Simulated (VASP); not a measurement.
# C18O in VASP: a series of runs

The runs below take C18O through single point, with PBE.

All numbers are computed with VASP 6.6.1; they aren't measurements. Logs are shortened: lines on timing, memory, paths and dates and some standing lists are left out, and cuts for length are marked.

## 1. The structure

The cell holds a slab with vacuum, 19 atoms: a = 7.398 Å, b = 7.398 Å, c = 11.000 Å, α = 90.00°, β = 90.00°, γ = 120.00°.

The cell was built by a generator and needn't be a form met in nature.

## 2. Single point, PBE, collinear spin, zero start

INCAR

```
PREC = Accurate ; ENCUT = 520
EDIFF = 1E-6 ; ISMEAR = -1
SIGMA = 0.02 ; LREAL = Auto
LASPH = T ; NELM = 150
ALGO = Fast ; ISIF = 2
LWAVE = F ; LCHARG = F
ISPIN = 2 ; MAGMOM = 0 0 0 0 0 0 0 0 0 0 0 0 0 0 0 0 0 0 0
LORBIT = 11 ; GGA = PE
NBANDS = 58
```

KPOINTS

```
regular mesh
0
Gamma
  2 2 1
```

POSCAR

```
C18O
1.0
    7.3980000000      0.0000000000      0.0000000000
   -3.6990000000      6.4068560000      0.0000000000
    0.0000000000      0.0000000000     11.0000000000
C O
18 1
Direct
   -0.0047427267     -0.0162170025      0.0816545455
    0.2227457033      0.1024527475      0.0931727273
    0.0094253810      0.3309891778      0.0895727273
    0.2296118386      0.4423542530      0.0977818182
    0.0071113279      0.6625870786      0.0842000000
    0.2142027714      0.7655236828      0.0780909091
    0.3339541123     -0.0013267038      0.0857090909
    0.5528880442      0.0985038527      0.0783727273
    0.3326380373      0.3226699648      0.1247181818
    0.5581575721      0.4313191993      0.1055454545
    0.3319497465      0.6572490470      0.0784909091
    0.5610326312      0.7701593418      0.0790000000
    0.6737186653     -0.0022788088      0.0803000000
    0.8915344150      0.1020469322      0.0872818182
    0.6681633527      0.3215929935      0.0806000000
    0.8885340078      0.4319747471      0.0861545455
    0.6675642988      0.6528631204      0.0786545455
    0.8889244791      0.7679273578      0.0730090909
    0.4579029011      0.3865546533      0.2331181818
```

Potentials or basis: VASP PAW PBE potentials, release 64 (C, O).

Started as:

```sh
$ cat potpaw_PBE.64/C/POTCAR potpaw_PBE.64/O/POTCAR > POTCAR
$ mpirun -np 1 vasp_std > vasp.out
```

OUTCAR:

```text
PREC = Accurate
   ENCUT = 520
   EDIFF = 1E-6
   ISMEAR = -1
   LREAL = Auto
   LASPH = T
   NELM = 150
   ISIF = 2
   ISPIN = 2
   LORBIT = 11
   GGA = PE

 ion  position               nearest neighbor table
   1  0.995  0.984  0.082-  18 1.39  14 1.42   2 1.46
   2  0.223  0.102  0.093-   7 1.38   9 1.45   1 1.46
   3  0.009  0.331  0.090-   4 1.41  16 1.42  14 1.47
   4  0.230  0.442  0.098-  11 1.39   3 1.41   9 1.46
   5  0.007  0.663  0.084-   6 1.33  18 1.44  16 1.48
   6  0.214  0.766  0.078-   5 1.33  11 1.45   7 1.50
   7  0.334  0.999  0.086-   2 1.38   8 1.41   6 1.50
   8  0.553  0.099  0.078-   7 1.41  13 1.42  15 1.43
   9  0.333  0.323  0.125-  19 1.44   2 1.45   4 1.46  10 1.46
  10  0.558  0.431  0.106-  15 1.43  17 1.45   9 1.46  19 1.54
  11  0.332  0.657  0.078-   4 1.39   6 1.45  12 1.47
  12  0.561  0.770  0.079-  17 1.43  13 1.46  11 1.47
  13  0.674  0.998  0.080-  14 1.40   8 1.42  12 1.46
  14  0.892  0.102  0.087-  13 1.40   1 1.42   3 1.47
  15  0.668  0.322  0.081-  16 1.41   8 1.43  10 1.43
  16  0.889  0.432  0.086-  15 1.41   3 1.42   5 1.48
  17  0.668  0.653  0.079-  18 1.42  12 1.43  10 1.45
  18  0.889  0.768  0.073-   1 1.39  17 1.42   5 1.44
  19  0.458  0.387  0.233-   9 1.44  10 1.54

  LATTYP: Found a hexagonal cell.
 ALAT       =     7.3980000000
 C/A-ratio  =     1.4868883482

  Lattice vectors:

 A1 = (   7.3980000000,   0.0000000000,   0.0000000000)
 A2 = (  -3.6990000000,   6.4068560000,   0.0000000000)
 A3 = (   0.0000000000,   0.0000000000,  11.0000000000)

Analysis of symmetry for initial positions (statically):
=====================================================================
 Subroutine PRICEL returns:
 Original cell was already a primitive cell.

 Routine SETGRP: Setting up the symmetry group for a
 hexagonal supercell.

 Subroutine GETGRP returns: Found  1 space group operations
 (whereof  1 operations were pure point group operations)
 out of a pool of 24 trial point group operations.

The static configuration has the point symmetry C_1 .

Analysis of symmetry for dynamics (positions and initial velocities):
=====================================================================
 Subroutine PRICEL returns:
 Original cell was already a primitive cell.

 Routine SETGRP: Setting up the symmetry group for a
 hexagonal supercell.

 Subroutine GETGRP returns: Found  1 space group operations
 (whereof  1 operations were pure point group operations)
 out of a pool of 24 trial point group operations.

The dynamic configuration has the point symmetry C_1 .

Analysis of structural, dynamic, and magnetic symmetry:
=====================================================================
 Subroutine PRICEL returns:
 Original cell was already a primitive cell.

 Routine SETGRP: Setting up the symmetry group for a
 hexagonal supercell.

 Subroutine GETGRP returns: Found  1 space group operations
 (whereof  1 operations were pure point group operations)
 out of a pool of 24 trial point group operations.

The overall configuration has the point symmetry C_1 .

 Subroutine INISYM returns: Found  1 space group operations
 (whereof  1 operations are pure point group operations),
 and found     1 'primitive' translations

----------------------------------------------------------------------------------------

                                     Primitive cell

  volume of cell :     521.3771

  direct lattice vectors                    reciprocal lattice vectors
     7.398000000  0.000000000  0.000000000     0.135171668  0.078041398  0.000000000
    -3.699000000  6.406856000  0.000000000     0.000000000  0.156082796  0.000000000
     0.000000000  0.000000000 11.000000000     0.000000000  0.000000000  0.090909091

  length of vectors
     7.398000000  7.398000054 11.000000000     0.156082797  0.156082796  0.090909091

  position of ions in fractional coordinates (direct lattice)
     0.995257273  0.983782998  0.081654546
     0.222745703  0.102452748  0.093172727
[... 73 lines left out ...]
   number of dos      NEDOS =    301   number of ions     NIONS =     19
   total plane-waves  NPLWV = 263424
   dimension x,y,z NGX =    56 NGY =   56 NGZ =   84
   dimension x,y,z NGXF=   112 NGYF=  112 NGZF=  168
   ions per type =              18   1
   NGX,Y,Z   is equivalent  to a cutoff of  12.58, 12.58, 12.70 a.u.
   NGXF,Y,Z  is equivalent  to a cutoff of  25.17, 25.17, 25.39 a.u.
 SYSTEM =  unknown system
   PREC   = accura    normal or accurate (medium, high low for compatibility)
   ISTART =      0    job   : 0-new  1-cont  2-samecut
   ICHARG =      2    charge: 1-file 2-atom 10-const
   ISPIN  =      2    spin polarized calculation?
   LNONCOLLINEAR =      F non collinear calculations
   LSORBIT =      F    spin-orbit coupling
   LASPH  =      T    aspherical Exc in radial PAW
   ENCUT  =  520.0 eV  38.22 Ry    6.18 a.u.  13.76 13.76 20.45*2*pi/ulx,y,z
   NELM   =    150;   NELMIN=  2; NELMDL= -5     # of ELM steps
   EDIFF  = 0.1E-05   stopping-criterion for ELM
   LREAL  =      T    real-space projection
   EDIFFG = 0.1E-04   stopping-criterion for IOM
   NSW    =      0    number of steps for IOM
   IBRION =     -1    ionic relax: 0-MD 1-quasi-New 2-CG
   NFREE  =      0    steps in history (QN), initial steepest desc. (CG)
   ISIF   =      2    stress and relaxation
   ISYM   =      2    0-nonsym 1-usesym 2-fastsym
   POTIM  = 0.5000    time-step for ionic-motion
   TEBEG  =    0.0;   TEEND  =   0.0 temperature during run
   PSTRESS=    0.0 pullay stress
   NELECT =      78.0000    total number of electrons
   NUPDOWN=      -1.0000    fix difference up-down
   EMIN   =  10.00;   EMAX   =-10.00  energy-range for DOS
   EFERMI =   0.00;   METHOD = LEGACY
   ISMEAR =    -1;   SIGMA  =   0.02  broadening in eV -4-tet -1-fermi 0-gaus
   EFERMI_NEDOS =   21; number of points for ismear=-14 and -15
   IALGO  =     68    algorithm
   IMIX   =      4    mixing-type and parameters
     AMIX     =   0.40;   BMIX     =  1.00
     AMIX_MAG =   1.60;   BMIX_MAG =  1.00
  volume/ion in A,a.u.               =      27.44       185.18
  Fermi-wavevector in a.u.,A,eV,Ry     =   0.869072  1.642308 10.276289  0.755286
  Thomas-Fermi vector in A             =   1.987841
   LORBIT       =     11    0 simple, 1 ext, 2 COOP (PROOUT), +10 PAW based schemes
   GGA     = PE    functional components
   LHFCALC =     F    Hartree Fock is set to
   AEXX    =    0.0000 exact exchange contribution
   IVDW    =     0    specifies the selected vdW correction
   LEPSILON=     F    determine dielectric tensor
   LRPA    =     F    only Hartree local field effects (RPA)
 spin polarized calculation
 RMM-DIIS sequential band-by-band and
  energy-cutoff  :      520.00
  volume of cell :      521.38
 maximum number of plane-waves:     14099
 NGX is ok and might be reduce to    56
   NGX = 27   NGY = 27   NGZ = 41

 number of electron      78.0000001 magnetization       0.0000014

 number of electron      78.0000001 magnetization      -0.0000003

 Free energy of the ion-electron system (eV)
  ---------------------------------------------------
  ext. energy  EPLUGINS =         0.00000000
  ---------------------------------------------------
  free energy    TOTEN  =      -168.94365539 eV

  energy without entropy =     -168.94250863  energy(sigma->0) =     -168.94308201

 E-fermi :  -1.5582     XC(G=0):  -4.0998

 val. band max:       -1.6497027022   @ k =   0.0000   0.0000   0.0000
 cond. band min:      -1.4664290091   @ k =   0.0000   0.0000   0.0000
 fundamental gap:      0.1832736931
 Fermi energy:        -1.5582155742

 spin component 1

 k-point     1 :       0.0000    0.0000    0.0000
  band No.  band energies     occupation
      1     -24.5476      1.00000
      2     -20.8251      1.00000
      3     -18.7346      1.00000
      4     -18.6351      1.00000
      5     -18.6044      1.00000
      6     -18.5675      1.00000
[... 205 lines left out ...]
     50       4.4385      0.00000
     51       4.5631      0.00000
 Fermi energy:        -1.5582155742

 spin component 2

 k-point     1 :       0.0000    0.0000    0.0000
  band No.  band energies     occupation
      1     -24.5476      1.00000
      2     -20.8251      1.00000
      3     -18.7346      1.00000
      4     -18.6351      1.00000
      5     -18.6044      1.00000
      6     -18.5675      1.00000
[... 205 lines left out ...]
     50       4.4384      0.00000
     51       4.5638      0.00000
 [bands above 51 left out]

------------------------ aborting loop because EDIFF is reached ----------------------------------------

  FORCE on cell =-STRESS in cart. coord.  units (eV):
  Direction    XX          YY          ZZ          XY          YZ          ZX
  --------------------------------------------------------------------------------------
  -------------------------------------------------------------------------------------
  Total        7.0845723      0.4292403     -1.2700662      2.5810056     -0.2165896     -0.1161703
  in kB       21.7706925      1.3190436     -3.9028780      7.9313581     -0.6655738     -0.3569880
  external PRESSURE =       6.3956194 kB  Pullay stress =       0.0000000 kB

 VOLUME and BASIS-vectors are now :
 -----------------------------------------------------------------------------
  energy-cutoff  :      520.00
  volume of cell :      521.38
      direct lattice vectors                 reciprocal lattice vectors
     7.398000000  0.000000000  0.000000000     0.135171668  0.078041398  0.000000000
    -3.699000000  6.406856000  0.000000000     0.000000000  0.156082796  0.000000000
     0.000000000  0.000000000 11.000000000     0.000000000  0.000000000  0.090909091

 POSITION                                       TOTAL-FORCE (eV/Angst)
 -----------------------------------------------------------------------------------
      3.72390      6.30296      0.89820         0.875428      2.126691      0.218540
      1.26890      0.65640      1.02490        -0.719454     -1.685430      0.287493
     -1.15460      2.12060      0.98530        -1.180838     -1.607626      0.183555
      0.06240      2.83410      1.07560        -1.465720      0.223946     -0.562224
     -2.39830      4.24510      0.92620        -3.162535     -3.113985     -0.587865
     -1.24700      4.90460      0.85900         3.450682      2.823164      0.176026
[... 11 lines left out ...]
      3.73570      4.92000      0.80310         0.267972     -0.743741      0.820946
      1.95770      2.47660      2.56430         0.494183     -0.042475     -0.309397
 -----------------------------------------------------------------------------------
    total drift:                                0.002767     -0.018776     -0.004890

  FREE ENERGIE OF THE ION-ELECTRON SYSTEM (eV)
  ---------------------------------------------------
  free  energy   TOTEN  =      -168.9436553946 eV

  energy  without entropy=     -168.9425086324  energy(sigma->0) =     -168.94308201

 total charge

# of ion       s       p       d       tot
------------------------------------------
    1        0.863   1.785   0.000   2.648
    2        0.863   1.783   0.000   2.647
    3        0.860   1.764   0.000   2.624
    4        0.868   1.800   0.000   2.667
    5        0.873   1.815   0.000   2.688
    6        0.869   1.798   0.000   2.666
[... 11 lines left out ...]
   18        0.866   1.804   0.000   2.670
   19        1.601   3.385   0.000   4.986
--------------------------------------------------
tot         17.089  35.415   0.000  52.504

 magnetization (x)

# of ion       s       p       d       tot
------------------------------------------
    1       -0.000  -0.000   0.000  -0.000
    2        0.000   0.000   0.000   0.000
    3       -0.000  -0.000   0.000  -0.000
    4        0.000   0.000   0.000   0.000
    5       -0.000  -0.000   0.000  -0.000
    6        0.000   0.000   0.000   0.000
[... 11 lines left out ...]
   18        0.000   0.000   0.000   0.000
   19       -0.000  -0.000   0.000  -0.000
--------------------------------------------------
tot         -0.000  -0.000   0.000  -0.000
```

It took 10 min on 1 thread of Intel Xeon Platinum 8488C (Sapphire Rapids), shared host; peak memory 0.81 GiB.

What came out:

```yaml
Free_energy: -168.9437 eV
Largest_force: 4.477 eV/Å
Band_gap_on_the_k_mesh: 0.18 eV, direct
Net_moment: 0.00 μB per cell
Valence_electrons_inside_the_program's_atomic_spheres: C 2.65, 2.62, 2.67, 2.69, 2.60, 2.58, 2.64, 2.63; O 4.99
```

Forces in eV/Å, atoms in the order of the input:
```
C    0.875  2.127  0.219
C   -0.719 -1.685  0.287
C   -1.181 -1.608  0.184
C   -1.466  0.224 -0.562
C   -3.163 -3.114 -0.588
C    3.451  2.823  0.176
C   -0.610 -2.823 -0.730
C    1.215  2.834  0.551
C   -0.723  0.144 -0.955
C    0.446  1.278  0.498
C    0.760  0.272  1.008
C    0.303 -0.307 -0.162
C   -0.348 -2.235 -0.278
C    0.021  1.118 -0.336
C    0.703 -1.859  0.539
C    1.119  1.485 -0.561
C   -1.445  2.113  0.200
C    0.268 -0.744  0.821
O    0.494 -0.042 -0.309
```

Caveat: the k mesh is coarse (spacing up to 0.49 Å⁻¹), so the values aren't converged.

## 3. Single point, PBE, collinear spin, zero start

INCAR

```
PREC = Accurate
ENCUT = 520
EDIFF = 1E-6
ISMEAR = -1
SIGMA = 0.02
LREAL = Auto
LASPH = True
NELM = 150
ALGO = Normal
ISIF = 2
LWAVE = False
LCHARG = False
ISPIN = 2
MAGMOM = 0 0 0 0 0 0 0 0 0 0 0 0 0 0 0 0 0 0 0
LORBIT = 11
GGA = PE
NBANDS = 58
```

KPOINTS is that of step 2.

POSCAR

```
C18O
1.0
    7.3980000000      0.0000000000      0.0000000000
   -3.6990000000      6.4068560000      0.0000000000
    0.0000000000      0.0000000000     11.0000000000
C O
18 1
Direct
   -0.0024767139     -0.0054941144      0.0846181818
    0.2154263022      0.1000334642      0.0929090909
   -0.0054630142      0.3204067643      0.0841909091
    0.2202398388      0.4369381800      0.0919363636
    0.0011907686      0.6610730755      0.0745181818
    0.2238336187      0.7735931633      0.0770636364
    0.3317196672     -0.0040113279      0.0862909091
    0.5569989949      0.1059958270      0.0850181818
    0.3337073143      0.3237001113      0.1088818182
    0.5585400554      0.4351120113      0.1124636364
    0.3267863282      0.6520046650      0.0842090909
    0.5578393278      0.7683956062      0.0852909091
    0.6588627574     -0.0121744581      0.0805272727
    0.8818617267      0.1031395118      0.0849272727
    0.6675825541      0.3171602421      0.0907636364
    0.8947031896      0.4394198964      0.0813363636
    0.6665177854      0.6641791231      0.0834545455
    0.8854000106      0.7689887208      0.0688454545
    0.4642550206      0.3980423471      0.2300363636
```

Potentials or basis: VASP PAW PBE potentials, release 64 (C, O).

Started as:

```sh
$ cat potpaw_PBE.64/C/POTCAR potpaw_PBE.64/O/POTCAR > POTCAR
$ mpirun -np 1 vasp_std > vasp.out
```

Wall time 6 min (1 thread of AMD EPYC 9R45 (Zen 5), shared host); peak memory 0.77 GiB.

Results (log left out):

```
Free energy                                           : -169.2567 eV
Largest force                                         : 2.904 eV/Å
Band gap on the k mesh                                : 0.37 eV, direct
Net moment                                            : 0.00 μB per cell
Valence electrons inside the program's atomic spheres : C 2.63, 2.67, 2.65, 2.70, 2.59, 2.60, 2.66, 2.64; O 4.99
```

Forces on the atoms (eV/Å):
```
C   -0.567 -1.553 -0.834
C    1.695 -0.363 -0.111
C    0.809  2.252  0.203
C   -0.614 -0.457 -0.529
C    0.134  0.303 -0.059
C   -0.598 -0.873  0.310
C   -0.766 -0.578 -0.236
C   -0.554 -1.183  0.156
C   -1.801  0.058  1.194
C    1.161  1.532 -0.607
C    0.599  1.168  0.247
C   -1.947 -0.496 -0.292
C    1.753  1.121  0.185
C    0.321 -1.588 -0.109
C    0.798  2.751 -0.478
C   -1.461 -1.619 -0.049
C    1.314 -1.124 -0.291
C    0.450  1.473  1.338
O   -0.725 -0.826 -0.038
```

Levels at points of the mesh, in eV from the valence-band top:
Spin up:
| k point | band 36 | band 37 | band 38 | band 39 | band 40 | band 41 | band 42 | band 43 |
| --- | --- | --- | --- | --- | --- | --- | --- | --- |
| (0.00, 0.00, 0.00) | -2.91 | -2.13 | -1.10 | 0.00 | 0.37 | 1.11 | 3.01 | 3.63 |
| (0.50, 0.00, 0.00) | -2.53 | -2.36 | -1.88 | -1.01 | 0.42 | 2.22 | 2.55 | 3.09 |
| (0.00, 0.50, 0.00) | -2.56 | -2.17 | -1.90 | -1.46 | 1.10 | 2.04 | 2.62 | 2.87 |
| (0.50, 0.50, 0.00) | -2.44 | -2.22 | -1.92 | -1.57 | 1.22 | 2.11 | 2.57 | 2.68 |
Spin down:
```
           k point  band 37  band 38  band 39  band 40  band 41  band 42
(0.00, 0.00, 0.00)    -2.13    -1.10     0.00     0.37     1.11     3.01
(0.50, 0.00, 0.00)    -2.36    -1.88    -1.01     0.42     2.22     2.55
(0.00, 0.50, 0.00)    -2.17    -1.90    -1.46     1.10     2.04     2.62
(0.50, 0.50, 0.00)    -2.22    -1.92    -1.57     1.22     2.11     2.57
```

Caveat: the k mesh is coarse (spacing up to 0.49 Å⁻¹), so the values aren't converged.

[end of part 1 of 2]
